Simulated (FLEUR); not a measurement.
The system is Ag.

```
Ag
1.0
     0.00000    2.04275    2.04275
     2.04275    0.00000    2.04275
     2.04275    2.04275    0.00000
Ag
1
Direct
  0.00000 0.00000 0.00000
```

- Program: FLEUR MaX-R8.1 (later development tree)
- Task: single point
- Functional: PBEsol
- Potentials or basis: all-electron
- Basis: FLAPW
- Kmax: 4.1 1/bohr
- k mesh: 11 × 11 × 11
- Occupations: fermi-dirac, width 0.05 eV
- Spin: no spin polarisation
- Gmax: 12.7 1/bohr
- Muffin-tin radii: Ag 2.48 bohr
- lmax: Ag 10
- lnonsphr: Ag 10
- Local orbitals a species: Ag 5
- Max iterations: 60
- Mixing factor: 0.05
- Mixer: Anderson
- Mixer history: 15

On this cell: band gap on the k mesh none (metal or under the smearing width).

The same run follows on a disturbed copy (cell strained at random at fixed volume):

```
CELL_PARAMETERS angstrom
-0.00622 2.03863 2.06720
2.01497 0.04695 2.01403
2.08560 2.05608 -0.02368
ATOMIC_POSITIONS crystal
Ag 0.00221 0.02855 0.98957
```

What does the disturbed cell give?

The energy (extrapolated to zero smearing) moves by +6.2 meV/atom; band gap on the k mesh none (metal or under the smearing width).
